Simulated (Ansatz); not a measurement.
# TaN: the cost of one run

Method: DFT PBE, scalar-relativistic, plane waves, PAW, in Ansatz 0.2.0.

3 further runs of the same task are left out: 3 set aside as unsound or not needed.

**1. Starting point**

It takes space group Fm-3m (No. 225, cubic). Conventional cell: a = 4.416 Å, b = 4.416 Å, c = 4.416 Å, α = 90.00°, β = 90.00°, γ = 90.00°. Around Ta (site symmetry m-3m) lie 6 N at 2.21 Å. N (site symmetry m-3m) is surrounded by 6 Ta at 2.21 Å.

Structure file:

```cif
data_structure
_symmetry_space_group_name_H-M 'P 1'
_symmetry_Int_Tables_number 1
_cell_length_a 3.1227
_cell_length_b 3.1227
_cell_length_c 3.1227
_cell_angle_alpha 60.000
_cell_angle_beta 60.000
_cell_angle_gamma 60.000
_cell_volume 21.53
loop_
_atom_site_label
_atom_site_type_symbol
_atom_site_fract_x
_atom_site_fract_y
_atom_site_fract_z
_atom_site_occupancy
Ta1 Ta 0.50000 0.50000 0.50000 1
N1 N 0.00000 0.00000 0.00000 1
```

It is the result of an earlier relaxation at this level (volume 10.77 Å³/atom; gap on the mesh: none (metal)).

**2. Plan of the line**

The energy is mapped over two homogeneous strains (x along [1 0 0], y along [0 1 0], z along [0 0 1] of the conventional cell).

First coordinate, engineering shear strain xz: 7 values from −30 to 30 %. Second coordinate, normal strain along z: 7 values from −4.00 %.

Nothing else is relaxed (symmetry fixes all fractional coordinates). Energies count from the relaxed crystal. Points are written as (first, second).

**3. Grid point (0 %, −4.00 %)**

Input file input.yaml:

```yaml
crystal:
  lattice:
    - [0.0, 2.208112257, 2.1197877667]
    - [2.208112257, 0.0, 2.1197877667]
    - [2.208112257, 2.208112257, 0.0]
  atoms:
    - { symbol: Ta, position: [0.5, 0.5, 0.5] }
    - { symbol: "N", position: [0.0, 0.0, 0.0] }
basis:
  ecutwfc: 520.0
kpoints:
  mp_grid: { grid: [18, 18, 18] }
hamiltonian:
  xc: pbe
  pseudopotentials: { kind: paw, azcp: { folder: soft_1 } }
scf:
  occupations: { method: gaussian, width: 0.15 }
output:
  forces: true
  stress: true
  eigenvalues: true
  write_density: true
  write_potential: true
  elf: true
  volumetric_format: npy
```

On the command line:

```
$ ansatz run input.yaml --threads 1 --pin off --max-ram 2048MiB --backend cpu --events-out ev --progress --plain --runs-dir out
```

**Question.** How long does this run take on 1 thread of Arm Neoverse N1, shared host, and how much memory does it need?

About 30 s, with a peak of 0.44 GiB.
